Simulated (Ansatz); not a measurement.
A run of Ansatz 0.2.0:

File input.yaml:

```yaml
crystal:
  lattice:
    - [3.2274645616, 0.0, 0.0]
    - [-1.6137322808, 2.7950663001, 0.0]
    - [0.0, 0.0, 6.31247342]
  atoms:
    - { symbol: Mo, position: [0.0, 0.0, 0.5] }
    - { symbol: S, position: [0.6666666667, 0.3333333333, 0.74468068] }
    - { symbol: S, position: [0.3333333333, 0.6666666667, 0.25531932] }
hamiltonian:
  xc: pbe
  pseudopotentials: { kind: paw }
  dispersion: d4
kpoints:
  mp_grid: { grid: [9, 9, 4] }
scf:
  occupations: { method: fermi_dirac, width: 0.05 }
output:
  forces: true
  stress: true
  eigenvalues: true
  write_density: true
  write_potential: true
  elf: true
  volumetric_format: npy
relax:
  f_tol: 0.01
  max_steps: 40
  cell: { stress_tol: 0.05 }
```

Potentials or basis: Ansatz PAW.

The run is started by

```console
$ ansatz run input.yaml --threads 2 --pin off --max-ram 5632MiB --backend cpu --events-out ev --progress --plain --runs-dir out
```

Hardware: 2 threads of Intel(R) Xeon(R) 6975P-C (Granite Rapids), on a shared host.

Problem. Estimate the wall time of this run.

Solution. Wall time 6.8 s on 2 threads of Intel(R) Xeon(R) 6975P-C (Granite Rapids), on a shared host, peak memory 0.43 GiB. Counts: scf iterations 49, plane waves 1003, k points 43, bands 17, ion steps 8.
